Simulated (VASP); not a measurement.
# A VASP 6.6.1 relaxation on LiCl

INCAR

```
ISMEAR = -1
ENCUT = 600
LCHARG = .FALSE.
NBANDS = 12
EDIFF = 1E-7
IBRION = 2
EDIFFG = -5E-3
NELM = 120
GGA = PE
PREC = Accurate
LASPH = .TRUE.
NSW = 40
ALGO = Conjugate
LREAL = .FALSE.
LWAVE = .FALSE.
ISIF = 3
SIGMA = 0.02
```

KPOINTS

```
KPOINTS created by Atomic Simulation Environment
0
Gamma
8 8 8
0 0 0
```

POSCAR

```
Li Cl
 1.0000000000000000
     0.0000000000000000    2.4292589925999999    2.4292589925999999
     2.4292589925999999    0.0000000000000000    2.4292589925999999
     2.4292589925999999    2.4292589925999999    0.0000000000000000
 Li  Cl
   1   1
Cartesian
  0.0000000000000000  0.0000000000000000  0.0000000000000000
  1.2146294962999999  1.2146294962999999  1.2146294962999999
```

The recommended PBE PAW datasets give the neutral cell 10 valence electrons.

Command

```
mpirun -np 1 vasp_std
```

OSZICAR

```
N       E                     dE             d eps       ncg     rms           ort
DAV:   1     0.451948603037E+02    0.45195E+02   -0.57951E+03   348   0.926E+02
DAV:   2    -0.422570707311E+01   -0.49421E+02   -0.47211E+02   348   0.154E+02
DAV:   3    -0.681630880550E+01   -0.25906E+01   -0.25763E+01   348   0.373E+01
DAV:   4    -0.693216442937E+01   -0.11586E+00   -0.11580E+00   348   0.771E+00
DAV:   5    -0.693403238009E+01   -0.18680E-02   -0.18679E-02   348   0.911E-01
SDA:   6    -0.667938033509E+01    0.25465E+00   -0.18679E-02   348   0.404E+00   0.000E+00
CGA:   7    -0.679897213508E+01   -0.11959E+00   -0.11953E+00   348   0.198E-01   0.929E-03
CGA:   8    -0.680883361290E+01   -0.98615E-02   -0.98467E-02   348   0.363E-02   0.420E-04
CGA:   9    -0.681039095952E+01   -0.15573E-02   -0.15551E-02   348   0.737E-03   0.115E-04
CGA:  10    -0.681060763009E+01   -0.21667E-03   -0.21647E-03   348   0.146E-03   0.561E-05
...
   5 F= -.74165188E+01 E0= -.74165188E+01  d E =-.605840E+00
       N       E                     dE             d eps       ncg     rms           ort
SDA:   1    -0.741645947407E+01    0.59241E-04    0.00000E+00   348   0.138E-03   0.000E+00
CGA:   2    -0.741651257501E+01   -0.53101E-04   -0.52556E-04   348   0.552E-04   0.728E-05
CGA:   3    -0.741652939117E+01   -0.16816E-04   -0.16767E-04   348   0.199E-04  -0.196E-05
CGA:   4    -0.741653382961E+01   -0.44384E-05   -0.42570E-05   348   0.260E-05  -0.202E-05
CGA:   5    -0.741653463234E+01   -0.80272E-06   -0.82703E-06   348   0.104E-05  -0.473E-06
CGA:   6    -0.741653485703E+01   -0.22469E-06   -0.22166E-06   348   0.172E-06  -0.646E-07
CGA:   7    -0.741653491049E+01   -0.53461E-07   -0.54213E-07   348   0.615E-07  -0.219E-07
   6 F= -.74165349E+01 E0= -.74165349E+01  d E =-.161603E-04
```

From OUTCAR

```
k-points           NKPTS =     29   k-points in BZ     NKDIM =     29   number of bands    NBANDS=     12

   NELECT =      10.0000    total number of electrons

   dimension x,y,z NGX =    28 NGY =   28 NGZ =   28
   dimension x,y,z NGXF=    56 NGYF=   56 NGZF=   56

  energy-cutoff  :      600.00
  volume of cell :       41.56
      direct lattice vectors                 reciprocal lattice vectors
     0.000000000  2.749227164  2.749227164    -0.181869293  0.181869293  0.181869293
     2.749227164  0.000000000  2.749227164     0.181869293 -0.181869293  0.181869293
     2.749227164  2.749227164 -0.000000000     0.181869293  0.181869293 -0.181869293

 k-points in reciprocal lattice and weights: KPOINTS created by Atomic Simulation Env
   0.00000000  0.00000000  0.00000000       0.002
   0.12500000  0.00000000  0.00000000       0.016
   0.25000000  0.00000000  0.00000000       0.016
   0.37500000  0.00000000  0.00000000       0.016
   0.50000000  0.00000000  0.00000000       0.008
   0.12500000  0.12500000  0.00000000       0.012
   0.25000000  0.12500000  0.00000000       0.047
   0.37500000  0.12500000  0.00000000       0.047
   ...

 E-fermi :  -0.6548

 k-point     1 :       0.0000    0.0000    0.0000
  band No.  band energies     occupation
      1     -44.1317      2.00000
      2     -13.9356      2.00000
      3      -1.2397      2.00000
      4      -1.2397      2.00000
      5      -1.2397      2.00000
      6       4.7584      0.00000
      7       8.9146      0.00000
      8       8.9146      0.00000
      9       8.9146      0.00000
     10      13.2439      0.00000
     11      13.2439      0.00000
     12      16.3690      0.00000

 k-point     2 :       0.1250    0.0000    0.0000
  band No.  band energies     occupation
      1     -44.1315      2.00000
      2     -13.8966      2.00000
      3      -1.6007      2.00000
      4      -1.2843      2.00000
      5      -1.2843      2.00000
      6       5.1622      0.00000
      7       9.0111      0.00000
      8       9.0841      0.00000
      9       9.0841      0.00000
     10      12.7404      0.00000
     11      12.7404      0.00000
     12      15.3820      0.00000

 k-point     3 :       0.2500    0.0000    0.0000
  band No.  band energies     occupation
      1     -44.1310      2.00000
      2     -13.7990      2.00000
      3      -2.3435      2.00000
      4      -1.3873      2.00000
      5      -1.3873      2.00000
      6       6.0242      0.00000
      7       9.1949      0.00000
      8       9.2949      0.00000
      9       9.2949      0.00000
     10      12.5588      0.00000
     11      12.5588      0.00000
     12      14.8368      0.00000

 k-point     4 :       0.3750    0.0000    0.0000
  band No.  band energies     occupation
      1     -44.1305      2.00000
      2     -13.6966      2.00000
      3      -2.9747      2.00000
      4      -1.4844      2.00000
      5      -1.4844      2.00000
      6       6.7993      0.00000
      7       9.1877      0.00000
      8       9.1877      0.00000
      9       9.3431      0.00000
     10      13.5676      0.00000
     11      13.5676      0.00000
     12      14.9034      0.00000

 ...

  Total       -0.0073753     -0.0073753     -0.0073753      0.0000000     -0.0000000      0.0000000
  in kB       -0.2843331     -0.2843331     -0.2843331      0.0000000     -0.0000000      0.0000000
  external PRESSURE =      -0.2843331 kB  Pullay stress =       0.0000000 kB

 POSITION                                       TOTAL-FORCE (eV/Angst)
 -----------------------------------------------------------------------------------
      0.00000      0.00000      0.00000         0.000000     -0.000000      0.000000
      1.37461      1.37461      1.37461        -0.000000      0.000000     -0.000000
 -----------------------------------------------------------------------------------
    total drift:                                0.000000      0.000000      0.000000

  FREE ENERGIE OF THE ION-ELECTRON SYSTEM (eV)
  ---------------------------------------------------
  free  energy   TOTEN  =        -7.4165349105 eV

  energy  without entropy=       -7.4165349105  energy(sigma->0) =       -7.41653491
```

```json
{"ionic step": "1", "ΔE (meV/atom)": "0.0", "volume (Å³)": "28.67", "largest force (eV/Å)": "0.000", "pressure (GPa)": "20.64", "electronic steps": "16"}
{"ionic step": "2", "ΔE (meV/atom)": "-278.7", "volume (Å³)": "37.04", "largest force (eV/Å)": "0.000", "pressure (GPa)": "3.81", "electronic steps": "15"}
{"ionic step": "3", "ΔE (meV/atom)": "-300.4", "volume (Å³)": "39.96", "largest force (eV/Å)": "0.000", "pressure (GPa)": "1.10", "electronic steps": "13"}
{"ionic step": "4", "ΔE (meV/atom)": "-302.9", "volume (Å³)": "41.33", "largest force (eV/Å)": "0.000", "pressure (GPa)": "0.12", "electronic steps": "12"}
{"ionic step": "5", "ΔE (meV/atom)": "-302.9", "volume (Å³)": "41.61", "largest force (eV/Å)": "0.000", "pressure (GPa)": "-0.06", "electronic steps": "10"}
{"ionic step": "6", "ΔE (meV/atom)": "-302.9", "volume (Å³)": "41.56", "largest force (eV/Å)": "0.000", "pressure (GPa)": "-0.03", "electronic steps": "7"}
```

It converged. Results: relaxed cell vector lengths 3.888, 3.888, 3.888 Å; relaxed cell volume 41.56 Å³.

 The volume moved far on the plane waves of the start cell, so a restart from CONTCAR is due.

For comparison, a separate PBE relaxation on usual settings, not on those above, ends at 41.80 Å³.

The run above took about 81 s on one core of a shared host (Intel Xeon Platinum 8488C) and held 0.16 GiB at most.
